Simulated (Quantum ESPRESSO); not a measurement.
The system is TaS2.

```xyz
3
Lattice="3.3500 0.0000 0.0000 -1.6750 2.9012 0.0000 0.0000 0.0000 5.8600" Properties=species:S:1:pos:R:3 pbc="T T T"
Ta    0.0000    0.0000    0.0000
S     1.6750    0.9671    4.3950
S     0.0000    1.9341    1.4650
```

- Program: Quantum ESPRESSO 7.5
- Task: phonons
- Functional: AM05
- Potentials or basis: PseudoDojo 0.4.1 SR PBE standard
- Cutoff: 789 eV
- Density cutoff: 3157 eV
- k mesh: 9 × 9 × 5
- Occupations: gaussian, width 0.136 eV
- Spin: no spin polarisation
- Mixing beta: 0.5
- Most SCF iterations: 120
- SCF threshold: 6e-10 Ry

The cell and the atoms were relaxed first, to 20.44 Å³/atom (a = 3.324 Å, b = 3.324 Å, c = 6.407 Å, α = 90.00°, β = 90.00°, γ = 120.00°), and the response was taken there.

```cif
data_structure
_symmetry_space_group_name_H-M 'P 1'
_symmetry_Int_Tables_number 1
_cell_length_a 3.3243
_cell_length_b 3.3243
_cell_length_c 6.4068
_cell_angle_alpha 90.000
_cell_angle_beta 90.000
_cell_angle_gamma 120.000
_cell_volume 61.32
loop_
_atom_site_label
_atom_site_type_symbol
_atom_site_fract_x
_atom_site_fract_y
_atom_site_fract_z
_atom_site_occupancy
Ta1 Ta 0.00000 0.00000 0.00000 1
S1 S 0.66667 0.33333 0.76022 1
S2 S 0.33333 0.66667 0.23978 1
```

Problem. Where do the zone-centre optical modes lie?

Solution. Eu at 218 cm⁻¹ (IR); Eg at 263 cm⁻¹ (Raman); A1g at 368 cm⁻¹ (Raman); A2u at 370 cm⁻¹ (IR).

Optical modes at Γ, degenerate ones joined:
| cm⁻¹ | components | symmetry | active in |
| --- | --- | --- | --- |
| 218 | 2 | Eu | IR |
| 263 | 2 | Eg | Raman |
| 368 | 1 | A1g | Raman |
| 370 | 1 | A2u | IR |

Caveat: the mesh is thin for the phonons of a metal; the potentials were made for another functional, which shifts forces and pressure; the layers were relaxed without a dispersion term, so their spacing and the soft interlayer modes are unreliable; this functional lacks dispersion, which binds the layers, so the pressure and a relaxed spacing across them are unreliable.
